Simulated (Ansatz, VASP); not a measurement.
## InAs (d3) in VASP and in Ansatz

Contents of INCAR:

```
SYSTEM = InAs
PREC = Accurate ; ENCUT = 600
EDIFF = 1E-6 ; ISMEAR = -1
SIGMA = 0.15 ; LREAL = .False.
LASPH = .True. ; NELM = 100
ALGO = Fast ; ISIF = 3
LWAVE = .False. ; LCHARG = .False.
GGA = PE ; IVDW = 12
IBRION = 2 ; NSW = 80
EDIFFG = -0.001
```

The input KPOINTS:

```
Automatic mesh
0
Gamma
  12 12 12
  0 0 0
```

The input POSCAR:

```
InAs
1.0
    0.0000000000      3.0554705470      3.0554705470
    3.0554705470      0.0000000000      3.0554705470
    3.0554705470      3.0554705470      0.0000000000
In As
1 1
Direct
    0.0000000000      0.0000000000      0.0000000000
    0.2500000000      0.2500000000      0.2500000000
```

Input for Ansatz:

```yaml
crystal:
  lattice:
    - [0.0, 3.055470547, 3.055470547]
    - [3.055470547, 0.0, 3.055470547]
    - [3.055470547, 3.055470547, 0.0]
  atoms:
    - { symbol: In, position: [0.0, 0.0, 0.0] }
    - { symbol: As, position: [0.25, 0.25, 0.25] }
basis:
  ecutwfc: 420
kpoints:
  mp_grid: { grid: [12, 12, 12] }
hamiltonian:
  xc: pbe
  dispersion: d3bj
scf:
  occupations: { method: fermi_dirac, width: 0.15 }
output:
  forces: true
  stress: true
  eigenvalues: true
  write_density: true
  write_potential: true
  elf: true
  volumetric_format: npy
relax:
  adjacent_minimum: "off"
  f_tol: 0.001
  max_steps: 60
  cell: { stress_tol: 0.01 }
```

Alike in both runs: task relaxation of cell and atoms; functional PBE; dispersion D3(BJ); k mesh 12 × 12 × 12; occupations fermi-dirac, width 0.15 eV; no spin polarisation.

|  | VASP | Ansatz |
| --- | --- | --- |
| version | VASP 6.6.1 | Ansatz 0.2.0 |
| potentials or method | VASP PAW PBE potentials, release 64 (In_d, As) | scalar-relativistic, plane waves, PAW |
| plane-wave cutoff (eV) | 600 | 420 |
| valence electrons in the cell | 18 | 28 |

```tsv
	VASP	Ansatz	Ansatz less VASP
gap on the k mesh at the Fermi level, each at its own relaxed structure (eV)	none	none	-
relaxed volume (Å³/atom)	28.58	28.54	-0.041
relaxed cell length with the largest relative difference (Å)	4.324	4.322	-0.0021
```

A gap of «none» marks a metal or a gap that the smearing closes. The two sets of potentials don't hold the same shells in valence.

Caveats: pairwise dispersion overbinds metals, which lowers pressure and volume.
